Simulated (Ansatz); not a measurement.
# Dielectric response of NaCl (001) films, part 2 of 5

How well do thin rocksalt NaCl (001) films screen a perpendicular field?

Ansatz 0.2.0; plane-wave DFT, PBE, Ansatz PAW (set soft_1); PAW set soft_1 (the session's first sound run).

So far. Step 2 (Relaxing the film, 6 atoms, units 3): The gap is 5.02 eV, with the valence edge 6.74 eV and the conduction edge 1.72 eV under the upper vacuum level.

### Step 3. Single point on the relaxed film, 6 atoms, units 3

The film was relaxed beforehand; a single point on the relaxed positions gives its levels and potential.

Contents of input.yaml:

```yaml
crystal:
  lattice:
    - [3.98808225, 0.0, 0.0]
    - [0.0, 3.98808225, 0.0]
    - [0.0, 0.0, 23.64]
  atoms:
    - { symbol: Na, position: [0.5, 0.5, 0.38176305] }
    - { symbol: Cl, position: [0.0, 0.0, 0.377498471] }
    - { symbol: Na, position: [0.0, 0.0, 0.500000003] }
    - { symbol: Cl, position: [0.5, 0.5, 0.4999999959] }
    - { symbol: Na, position: [0.5, 0.5, 0.6182369519] }
    - { symbol: Cl, position: [0.0, 0.0, 0.6225015281] }
kpoints:
  mp_grid: { grid: [8, 8, 1] }
hamiltonian:
  xc: pbe
  pseudopotentials: { kind: paw, azcp: { folder: soft_1 } }
scf:
  occupations: { method: fixed }
  convergence: { dr2_threshold: 1.0e-09 }
efield:
  axis: 3
  dipole_correction: true
  ramp_position: 0.97
  ramp_width: 0.06
output:
  eigenvalues: true
  write_potential: true
  write_density: true
  volumetric_format: npy
```

The run is started by

```sh
> ansatz run input.yaml --threads 4 --pin off --max-ram 8192MiB --backend cpu --events-out ev --progress --plain --runs-dir out
```

Numbers of over 12 decimals in the logs are rounded to 6 here.

Output:

```text
[...]
Crystal: 6 atoms, lattice volume = 375.989 Å³
Basis set: ecut = 420 eV, 7399 PW (Γ)
Bands: 30, of which v1, the nominal top of the filled ones, is band 24 counted from 1 (23 counted from 0)
Symmetry: 8 space group operations
k-points: 15 of 64
[...]
SCF iter   1: F=—  HF=-7709.323462 eV  |F-HF|=—  |Δ(HF+E_count)|=         —  Δρ=1.76e-2  dr2=2.84e0  ethr=3.10e-3  p=0.000 e·Å  D=1.16e-13 V/Å  ΔV_dip=-0.00 eV  dr2_dipole=2.92e-7  V_vac-E_F(+/−)=9.74/9.74 eV  ⟨swp⟩=5.8  Hψ=1734  notcnv=0  defer=54
[...]
SCF iter   9: F=-7708.385983 eV  HF=-7708.385983 eV  |F-HF|=4.61e-10  |Δ(HF+E_count)|=   9.09e-9  Δρ=4.39e-7  dr2=6.34e-10  ethr=2.08e-12  p=0.000 e·Å  D=2.93e-6 V/Å  ΔV_dip=-0.00 eV  dr2_dipole=7.76e-11  V_vac-E_F(+/−)=6.74/6.74 eV  ⟨swp⟩=12.4  Hψ=2495  notcnv=0
SCF 1 converged in 9 iterations: F = -7708.385983 eV  dr2 = 6.34e-10
[...]
WARN: The output density's exchange-correlation potential varies sharply where the density is thin. Do not read a vacuum level from v_tot or v_xc, or from such a field of the output density. On a cell that repeats whose density bears no net charge and no dipole along the vacuum's axis use v_es (v_loc + v_h of the components); under efield.dipole_correction with no amplitude use v_es + v_field, which holds any externa [...]
SCF converged after 9 iterations
Free energy (F): -7708.385983 eV
[...]
Internal energy: -7708.385983 eV  (E = F + TS)
E sigma→0 (E₀):  -7708.385983 eV
Fermi energy:    -3.946824 eV
Dipole field:    D = -0.000006 V/Å  (p = -0.000012 e·Å, saw-weighted, corrected)
Work function:   Φ+ = 6.7380 eV   Φ− = 6.7378 eV
[...]
--- Band table (eV; the first three rows and the last of 15) ---
  k-point 0: bands = [... 20 lower, -4.0509, -4.0509, -3.9468, -3.9468, 1.0694, 1.5989, 2.5671, 3.0792, ... 2 higher]
  k-point 1: bands = [... 20 lower, -4.1373, -4.0432, -4.0149, -3.9514, 1.3563, 1.7825, 2.7156, 3.2300, ... 2 higher]
  k-point 2: bands = [... 20 lower, -4.2138, -4.0648, -4.0244, -3.9657, 2.0433, 2.2365, 3.0763, 3.5931, ... 2 higher]
  k-point 14: bands = [... 20 lower, -4.6672, -4.6672, -4.2051, -4.1331, 3.4173, 3.8186, 3.9932, 4.4589, ... 2 higher]
```

It took 5 s on 4 threads of Arm Neoverse V1, shared host; peak memory 0.62 GiB.

Numbers from this step:

```
dipole along the normal : -1.19e-5 e·Å
```

Running mean over 2.82 Å of the planar mean; the ramp of the sawtooth is left out. Table of electron's electrostatic potential energy less the highest filled level by z:

z (Å), electron's electrostatic potential energy less the highest filled level (eV) and a bar from the least value:
```
      3.0       6.74 ##############################
      3.5       6.74 ##############################
      4.0       6.74 ##############################
      4.5       6.74 ##############################
      5.0       6.74 ##############################
      5.5       6.73 ##############################
      6.0       6.70 ##############################
      6.5       6.57 #############################
      7.0       5.95 ##########################
      7.5       4.09 #################
      8.0       1.90 ######
      8.5       1.05 #
      9.0       0.88 #
      9.5       0.86 
     10.0       0.93 #
     10.5       0.91 #
     11.0       0.84 
     11.5       0.77 
     12.0       0.77 
     12.5       0.81 
     13.0       0.90 #
     13.5       0.93 #
     14.0       0.88 #
     14.5       0.86 
     15.0       0.98 #
     15.5       1.51 ####
     16.0       3.41 #############
     16.5       5.56 ########################
     17.0       6.49 #############################
     17.5       6.68 ##############################
     18.0       6.72 ##############################
     18.5       6.73 ##############################
     19.0       6.74 ##############################
     19.5       6.74 ##############################
     20.0       6.74 ##############################
     20.5       6.74 ##############################
```

The gap is 5.02 eV, with the valence edge 6.74 eV and the conduction edge 1.72 eV under the upper vacuum level.

### Step 4. Single point, 6 atoms, units 3, field 0.1 V/Å

A sawtooth potential applies the field, turning back in the middle of the vacuum. With the dipole correction the typed value is the field outside the slab. The induced dipole is small, so the SCF threshold is tight.

Changes to input.yaml since step 3:

```diff
@@ -19,3 +19,3 @@
   occupations: { method: fixed }
-  convergence: { dr2_threshold: 1.0e-09 }
+  convergence: { dr2_threshold: 1.0e-10 }
 efield:
@@ -25,4 +25,4 @@
   ramp_width: 0.06
+  amplitude: 0.1
 output:
-  eigenvalues: true
   write_potential: true
```

Output:

```text
[...]
Crystal: 6 atoms, lattice volume = 375.989 Å³
Basis set: ecut = 420 eV, 7399 PW (Γ)
Bands: 30, of which v1, the nominal top of the filled ones, is band 24 counted from 1 (23 counted from 0)
Symmetry: 8 space group operations
k-points: 15 of 64
[...]
SCF iter   1: F=—  HF=-7709.326796 eV  |F-HF|=—  |Δ(HF+E_count)|=         —  Δρ=1.76e-2  dr2=2.84e0  ethr=3.10e-3  p=0.075 e·Å  D=3.60e-2 V/Å  ΔV_dip=-0.85 eV  dr2_dipole=1.02e-3  V_vac-E_F(+/−)=10.36/9.05 eV  ⟨swp⟩=5.8  Hψ=1721  notcnv=0  defer=56
[...]
SCF iter  11: F=-7708.388363 eV  HF=-7708.388363 eV  |F-HF|=9.09e-12  |Δ(HF+E_count)|=  1.03e-10  Δρ=5.50e-8  dr2=8.39e-12  ethr=1.00e-12  p=0.048 e·Å  D=2.29e-2 V/Å  ΔV_dip=-0.54 eV  dr2_dipole=7.06e-13  V_vac-E_F(+/−)=7.45/5.83 eV  ⟨swp⟩=15.3  Hψ=2130  notcnv=0
SCF 1 converged in 11 iterations: F = -7708.388363 eV  dr2 = 8.39e-12
[...]
SCF converged after 11 iterations
[...]
Free energy (F): -7708.388363 eV
[...]
Internal energy: -7708.388363 eV  (E = F + TS)
E sigma→0 (E₀):  -7708.388363 eV
Fermi energy:    -3.883115 eV
Dipole field:    D = 0.022907 V/Å  (p = 0.047597 e·Å, saw-weighted, corrected)
Work function:   not extracted (applied field tilts the vacuum); planar V_es + V_field profile in the machine report
[...]
--- Band table (eV; the first three rows and the last of 15) ---
  k-point 0: bands = [... 20 lower, -4.1081, -4.0789, -3.8831, -3.8831, 1.0186, 1.6164, 2.4030, 2.9270, ... 2 higher]
  k-point 1: bands = [... 20 lower, -4.1051, -4.0987, -3.9894, -3.8833, 1.2893, 1.8146, 2.5636, 3.0693, ... 2 higher]
  k-point 2: bands = [... 20 lower, -4.2258, -4.1013, -4.0324, -3.8838, 1.9133, 2.3327, 2.9882, 3.3719, ... 2 higher]
  k-point 14: bands = [... 20 lower, -4.6364, -4.6364, -4.2905, -4.0487, 3.3766, 3.8558, 3.9915, 4.4486, ... 2 higher]
```

The job ended after 5.1 s (4 threads; peak memory 0.6 GiB).

Numbers from this step:

```
gap on the k-mesh       : 4.902 eV
dipole along the normal : 0.04760 e·Å
```

The dipole is 0.0476 e·Å, and the gap on the mesh 4.902 eV.

### Step 5. Single point, 6 atoms, units 3, field -0.1 V/Å

Changes to input.yaml since step 4:

```diff
@@ -25,3 +25,3 @@
   ramp_width: 0.06
-  amplitude: 0.1
+  amplitude: -0.1
 output:
```

Output:

```text
[...]
Crystal: 6 atoms, lattice volume = 375.989 Å³
Basis set: ecut = 420 eV, 7399 PW (Γ)
Bands: 30, of which v1, the nominal top of the filled ones, is band 24 counted from 1 (23 counted from 0)
Symmetry: 8 space group operations
k-points: 15 of 64
[...]
k-point 0: bands = [... 20 lower, -4.1081, -4.0789, -3.8831, -3.8831, 1.0186, 1.6164, 2.4030, 2.9270, ... 2 higher]
  k-point 1: bands = [... 20 lower, -4.1051, -4.0987, -3.9894, -3.8833, 1.2893, 1.8146, 2.5636, 3.0693, ... 2 higher]
  k-point 2: bands = [... 20 lower, -4.2258, -4.1013, -4.0324, -3.8838, 1.9133, 2.3327, 2.9882, 3.3719, ... 2 higher]
  k-point 14: bands = [... 20 lower, -4.6364, -4.6364, -4.2906, -4.0487, 3.3766, 3.8558, 3.9915, 4.4486, ... 2 higher]
[key lines of the parts left out:]
SCF converged after 11 iterations
Free energy (F): -7708.388363 eV
Fermi energy:    -3.883114 eV
Dipole field:    D = -0.022907 V/Å  (p = -0.047597 e·Å, saw-weighted, corrected)
```

It took 5.1 s on 4 threads; peak memory 0.6 GiB.

The dipole is -0.0476 e·Å, and the gap on the mesh 4.902 eV.

### Step 6. Response with the atoms held, 6 atoms, units 3

This step: plane-wave DFT, PBE, Ansatz PAW (set soft_1); response to a field along the normal, atoms held; PAW set soft_1 (Ansatz 0.2.0).

The two fields give this film's response with the atoms held: the electronic part.

This step gave:

- equivalent conductor thickness p/(ε₀AE): 5.415 Å
- distance between the outer atoms: 5.792 Å
- thickness: 8.46 Å

Local field over the applied field, running mean. From the potentials at -0.1 and 0.1 V/Å; running mean over 2.82 Å, taken twice. Local field over applied field against z:

z (Å), local field over applied field and a bar from the least value:
```
      4.0      0.998 ##############################
      4.5      0.995 ##############################
      5.0      0.986 #############################
      5.5      0.964 ############################
      6.0      0.922 ##########################
      6.5      0.857 #######################
      7.0      0.771 ###################
      7.5      0.673 ##############
      8.0      0.577 #########
      8.5      0.497 #####
      9.0      0.439 ##
      9.5      0.407 #
     10.0      0.395 
     10.5      0.394 
     11.0      0.397 
     11.5      0.399 
     12.0      0.399 
     12.5      0.397 
     13.0      0.395 
     13.5      0.394 
     14.0      0.402 
     14.5      0.428 ##
     15.0      0.478 ####
     15.5      0.553 ########
     16.0      0.646 #############
     16.5      0.744 #################
     17.0      0.835 ######################
     17.5      0.906 #########################
     18.0      0.954 ############################
     18.5      0.981 #############################
     19.0      0.993 ##############################
     19.5      0.998 ##############################
```

Electrons, planar mean, per unit field. Table of induced electron density by z:

```tsv
z (Å)	induced electron density (e/Å³ per V/Å)
4.0	1.3e-6
4.5	4.4e-6
5.0	1.5e-5
5.5	4.7e-5
6.0	1.4e-4
6.5	4.0e-4
7.0	0.00103
7.5	0.00223
8.0	0.00321
8.5	0.00162
9.0	-1.5e-4
9.5	-0.00198
10.0	-0.00194
10.5	4.9e-4
11.0	0.00226
11.5	0.00106
12.0	-5.3e-4
12.5	-0.00222
13.0	-0.00119
13.5	0.00136
14.0	0.00240
14.5	5.0e-4
15.0	-9.9e-4
15.5	-0.00307
16.0	-0.00262
16.5	-0.00130
17.0	-5.2e-4
17.5	-1.9e-4
18.0	-6.4e-5
18.5	-2.0e-5
19.0	-6.1e-6
19.5	-1.8e-6
```

By hand: between -0.1 and 0.1 V/Å the dipole changes by 0.09519 e·Å, a slope of 0.4760 e·Å²/V. A perfect conductor of thickness t has p = ε₀AEt, so t = 180.95 × 0.4760 / 15.905 = 5.42 Å (e/ε₀ = 180.95 V·Å, A in Å²).

The induced dipole is that of a conductor 5.42 Å thick.

### Step 7. Relaxing in the field, 6 atoms, field 0.05 V/Å

This step: plane-wave DFT, PBE, Ansatz PAW (set soft_1); PAW set soft_1 (Ansatz 0.2.0).

Now the atoms may follow the field. A weak field makes forces of meV/Å to tens of meV/Å, so the force tolerance is set well below the usual one.

Changes to input.yaml since step 5:

```diff
@@ -25,3 +25,6 @@
   ramp_width: 0.06
-  amplitude: -0.1
+  amplitude: 0.05
+relax:
+  f_tol: 0.0006
+  max_steps: 70
 output:
```

Output:

```text
[...]
Crystal: 6 atoms, lattice volume = 375.989 Å³
Basis set: ecut = 420 eV, 7399 PW (Γ), exchange–correlation on 54×54×320 points (8 copies of the dense FFT grid, shifted against one another)
Bands: 30, of which v1, the nominal top of the filled ones, is band 24 counted from 1 (23 counted from 0)
Symmetry: 8 space group operations
k-points: 15 of 64
[...]
SCF iter   1: F=—  HF=-7709.324184 eV  |F-HF|=—  |Δ(HF+E_count)|=         —  Δρ=1.76e-2  dr2=2.84e0  ethr=3.10e-3  p=0.037 e·Å  D=1.80e-2 V/Å  ΔV_dip=-0.43 eV  dr2_dipole=2.56e-4  V_vac-E_F(+/−)=10.05/9.40 eV  ⟨swp⟩=5.8  Hψ=1721  notcnv=0  defer=55
[...]
SCF iter  11: F=-7708.386833 eV  HF=-7708.386833 eV  |F-HF|=1.82e-12  |Δ(HF+E_count)|=  2.16e-10  Δρ=5.21e-8  dr2=6.51e-12  ethr=1.00e-12  p=0.024 e·Å  D=1.15e-2 V/Å  ΔV_dip=-0.27 eV  dr2_dipole=1.96e-14  V_vac-E_F(+/−)=7.11/6.30 eV  ⟨swp⟩=7.5  Hψ=2298  notcnv=0
SCF 1 converged in 11 iterations: F = -7708.386833 eV  dr2 = 6.51e-12
[...]
relax step   1: F+E_penalty+E_count = -7708.38683289 eV  Δ(F+E_penalty+E_count) = +0.000e0 eV  max|allowed force component| = 2.340e-2 eV/Å  Δτ_max = 0.0000 Å  (11 SCF iters, accepted)
[...]
SCF iter   8: F=-7708.387116 eV  HF=-7708.387116 eV  |F-HF|=2.46e-11  |Δ(HF+E_count)|=  3.53e-10  Δρ=2.73e-8  dr2=5.85e-12  ethr=1.00e-12  p=0.037 e·Å  D=1.80e-2 V/Å  ΔV_dip=-0.42 eV  dr2_dipole=2.46e-12  V_vac-E_F(+/−)=7.05/6.39 eV  ⟨swp⟩=7.0  Hψ=2233  notcnv=0
SCF 2 converged in 8 iterations: F = -7708.387116 eV  dr2 = 5.85e-12
[...]
relax step   2: F+E_penalty+E_count = -7708.38711585 eV  Δ(F+E_penalty+E_count) = -2.830e-4 eV  max|allowed force component| = 6.919e-3 eV/Å  Δτ_max = 0.0097 Å  (8 SCF iters, accepted)
SCF iter   1: F=—  HF=-7708.387051 eV  |F-HF|=—  |Δ(HF+E_count)|=         —  Δρ=3.64e-5  dr2=2.91e-5  ethr=1.03e-6  p=0.037 e·Å  D=1.80e-2 V/Å  ΔV_dip=-0.42 eV  dr2_dipole=1.19e-6  V_vac-E_F(+/−)=7.05/6.39 eV  ⟨swp⟩=3.1  Hψ=891  notcnv=0  defer=60
[...]
SCF iter   6: F=-7708.387144 eV  HF=-7708.387144 eV  |F-HF|=1.33e-10  |Δ(HF+E_count)|=  6.73e-10  Δρ=9.79e-8  dr2=2.22e-11  ethr=1.00e-12  p=0.036 e·Å  D=1.73e-2 V/Å  ΔV_dip=-0.41 eV  dr2_dipole=1.68e-13  V_vac-E_F(+/−)=7.06/6.39 eV  ⟨swp⟩=7.0  Hψ=2376  notcnv=0
SCF 3 converged in 6 iterations: F = -7708.387144 eV  dr2 = 2.22e-11
relax step   3: F+E_penalty+E_count = -7708.38714357 eV  Δ(F+E_penalty+E_count) = -2.772e-5 eV  max|allowed force component| = 1.300e-3 eV/Å  Δτ_max = 0.0026 Å  (6 SCF iters, accepted)
SCF iter   1: F=—  HF=-7708.387144 eV  |F-HF|=—  |Δ(HF+E_count)|=         —  Δρ=5.46e-6  dr2=4.01e-7  ethr=7.41e-9  p=0.036 e·Å  D=1.73e-2 V/Å  ΔV_dip=-0.41 eV  dr2_dipole=7.58e-9  V_vac-E_F(+/−)=7.06/6.39 eV  ⟨swp⟩=2.0  Hψ=831  notcnv=0  defer=40
[...]
SCF iter   5: F=-7708.387144 eV  HF=-7708.387144 eV  |F-HF|=6.37e-12  |Δ(HF+E_count)|=  4.87e-10  Δρ=6.24e-8  dr2=3.12e-11  ethr=1.00e-12  p=0.036 e·Å  D=1.73e-2 V/Å  ΔV_dip=-0.41 eV  dr2_dipole=1.23e-12  V_vac-E_F(+/−)=7.06/6.39 eV  ⟨swp⟩=7.2  Hψ=2252  notcnv=0
SCF 4 converged in 5 iterations: F = -7708.387144 eV  dr2 = 3.12e-11
relax step   4: F+E_penalty+E_count = -7708.38714410 eV  Δ(F+E_penalty+E_count) = -5.303e-7 eV  max|allowed force component| = 2.759e-4 eV/Å  Δτ_max = 0.0004 Å  (5 SCF iters, accepted)
NSCF: frozen V_eff on 15 k-points
[...]
SCF converged after 5 iterations
[...]
Free energy (F): -7708.387144 eV
[...]
Internal energy: -7708.387144 eV  (E = F + TS)
E sigma→0 (E₀):  -7708.387144 eV
Fermi energy:    -3.946311 eV
Dipole field:    D = 0.017315 V/Å  (p = 0.035978 e·Å, saw-weighted, corrected)
Work function:   not extracted (applied field tilts the vacuum); planar V_es + V_field profile in the machine report
[...]
--- Forces (eV/Å), atoms counted from 1 ---
  atom   1  Na     0.00000000     0.00000000    -0.00025015
  atom   2  Cl    -0.00000000     0.00000000    -0.00019295
  atom   3  Na     0.00000000     0.00000000     0.00027082
  atom   4  Cl    -0.00000000     0.00000000     0.00020725
  atom   5  Na    -0.00000000     0.00000000     0.00002748
  atom   6  Cl    -0.00000000     0.00000000    -0.00009286
  max |Σ_I F_I| component: 3.04e-5 eV/Å
--- Band table (eV; the first three rows and the last of 15) ---
  k-point 0: bands = [... 20 lower, -4.0527, -4.0527, -3.9463, -3.9463, 1.0647, 1.5969, 2.5483, 3.0381, ... 2 higher]
  k-point 1: bands = [... 20 lower, -4.1377, -4.0452, -4.0154, -3.9506, 1.3506, 1.7815, 2.6986, 3.1918, ... 2 higher]
  k-point 2: bands = [... 20 lower, -4.2150, -4.0653, -4.0274, -3.9638, 2.0314, 2.2419, 3.0662, 3.5537, ... 2 higher]
  k-point 14: bands = [... 20 lower, -4.6682, -4.6682, -4.2072, -4.1310, 3.4146, 3.8178, 3.9885, 4.4569, ... 2 higher]
--- Relaxed structure (4 steps of the walk, 4 accepted, 0 SCFs on fresh bases) ---
  F+E_penalty+E_count = -7708.38714410 eV   max|allowed force component| = 2.759e-4 eV/Å
  atoms:
    - { symbol: Na, position: [0.5, 0.5, 0.381917] }
    - { symbol: Cl, position: [0, 0.0, 0.377144] }
    - { symbol: Na, position: [0, 0.0, 0.500142] }
    - { symbol: Cl, position: [0.5, 0.5, 0.499927] }
    - { symbol: Na, position: [0.5, 0.5, 0.618543] }
    - { symbol: Cl, position: [0, 0.0, 0.622328] }
```

Elapsed: 12 s, on 4 threads; peak memory 0.58 GiB.

The steps of the relaxation:

```tsv
step	energy less that of the first step (eV)	largest force component (eV/Å)
1	0.0000	0.0234
2	-0.0003	0.0069
3	-0.0003	0.0013
4	-0.0003	0.0003
```

The run keeps the 8 symmetry operations that it works with, so distortions that break them were not tested.

The relaxed structure:

```xyz
6
Lattice="3.9881 0.0000 0.0000 0.0000 3.9881 0.0000 0.0000 0.0000 23.6400" Properties=species:S:1:pos:R:3
Na    1.9940    1.9940    9.0285
Cl    0.0000    0.0000    8.9157
Na    0.0000    0.0000   11.8233
Cl    1.9940    1.9940   11.8183
Na    1.9940    1.9940   14.6224
Cl    0.0000    0.0000   14.7118
```

Numbers from this step:

* gap on the k-mesh: 5.011 eV
* dipole along the normal: 0.03598 e·Å

The relaxation took 4 steps and lowered the energy by 3.1e-4 eV; the largest force on the free atoms ends at 2.8e-4 eV/Å.

The dipole is 0.0360 e·Å, and the gap on the mesh 5.011 eV.

### Step 8. Field on, atoms free, 6 atoms, field -0.05 V/Å

The opposite sign, again from the field-free geometry; the difference of the two cancels what relaxes without a field.

Changes to input.yaml since step 7:

```diff
@@ -25,3 +25,3 @@
   ramp_width: 0.06
-  amplitude: 0.05
+  amplitude: -0.05
 relax:
```

Output:

```text
[...]
Crystal: 6 atoms, lattice volume = 375.989 Å³
Basis set: ecut = 420 eV, 7399 PW (Γ), exchange–correlation on 54×54×320 points (8 copies of the dense FFT grid, shifted against one another)
Bands: 30, of which v1, the nominal top of the filled ones, is band 24 counted from 1 (23 counted from 0)
Symmetry: 8 space group operations
k-points: 15 of 64
[...]
--- Relaxed structure (4 steps of the walk, 4 accepted, 0 SCFs on fresh bases) ---
  F+E_penalty+E_count = -7708.38714410 eV   max|allowed force component| = 2.759e-4 eV/Å
  atoms:
    - { symbol: Na, position: [0.5, 0.5, 0.381457] }
    - { symbol: Cl, position: [0, 0.0, 0.377672] }
    - { symbol: Na, position: [0, 0.0, 0.499858] }
    - { symbol: Cl, position: [0.5, 0.5, 0.500073] }
    - { symbol: Na, position: [0.5, 0.5, 0.618083] }
    - { symbol: Cl, position: [0, 0.0, 0.622856] }
[key lines of the parts left out:]
SCF converged after 5 iterations
Free energy (F): -7708.387144 eV
Fermi energy:    -3.946311 eV
Dipole field:    D = -0.017315 V/Å  (p = -0.035978 e·Å, saw-weighted, corrected)
```

Run time: 12 s. Hardware: 4 threads; peak memory 0.58 GiB; 47 s of CPU time.

Step by step:

```tsv
step	energy less that of the first step (eV)	largest force component (eV/Å)
1	0.0000	0.0234
2	-0.0003	0.0069
3	-0.0003	0.0013
4	-0.0003	0.0003
```

Forces are held to the 8 operations that the run works with; a distortion that breaks them can't arise in this run.

Final coordinates:

```xyz
6
Lattice="3.9881 0.0000 0.0000 0.0000 3.9881 0.0000 0.0000 0.0000 23.6400" Properties=species:S:1:pos:R:3
Na    1.9940    1.9940    9.0176
Cl    0.0000    0.0000    8.9282
Na    0.0000    0.0000   11.8167
Cl    1.9940    1.9940   11.8217
Na    1.9940    1.9940   14.6115
Cl    0.0000    0.0000   14.7243
```

The relaxation took 4 steps and lowered the energy by 3.1e-4 eV; the largest force on the free atoms ends at 2.8e-4 eV/Å.

The dipole is -0.0360 e·Å, and the gap on the mesh 5.011 eV.

(Part 2 of 5 ends here.)

[Logs are printed without paths, hosts, clocks, repeated set-up lines and the standing remarks that a program may print on its own settings, such as how far it seeks lower states.]

[Hosts, paths, dates, database ids (printed as entryN), source tags and the programs' standing remarks are cut or masked in the printed files.]

[Maps of the electrostatic potential energy from Ansatz leave out the sawtooth potential of an applied field or a dipole correction, so their vacuum need not be flat; planar profiles and work functions include it.]
